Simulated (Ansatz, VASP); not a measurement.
One calculation of GaAs, 3 ways

The starting cell:

```xyz
2
Lattice="0.0000 2.8268 2.8268 2.8268 0.0000 2.8268 2.8268 2.8268 0.0000" Properties=species:S:1:pos:R:3 pbc="T T T"
As    4.2403    4.2403    4.2403
Ga    0.0000    0.0000    0.0000
```

Alike in all runs: task relaxation of cell and atoms; functional RPBE; dispersion D3(BJ); k mesh 8 × 8 × 8; occupations fermi-dirac, width 0.05 eV; no spin polarisation; no spin-orbit coupling.

```
                        program and potentials  plane-wave cutoff (eV)                                                                                          notes  equilibrium volume (Å³/atom)
                            Ansatz, Ansatz PAW                     420  potentials made for PBE, which Ansatz adapts in part; 14 valence electrons an atom on average                         20.75
Ansatz, all-electron LAPW, scalar-relativistic                       -                                                                                              -                         20.75
          VASP, PBE PAW files As, Ga_d, 600 eV                     600                                potentials made for PBE; 9 valence electrons an atom on average                         20.79
```

The equilibrium volume spans 20.75 (Ansatz, all-electron LAPW, scalar-relativistic) to 20.79 Å³/atom (VASP, PBE PAW files As, Ga_d, 600 eV), with all-electron results at 20.75. Some sets were made for another functional than the one run, which can shift their rows. Relaxations stop with a little pressure left, so the last digit of a volume isn't settled.

Differences between rows come from potentials, basis sets and numerical settings, since the functional is the same but for its coding. Runs on potential files found faulty are left out.
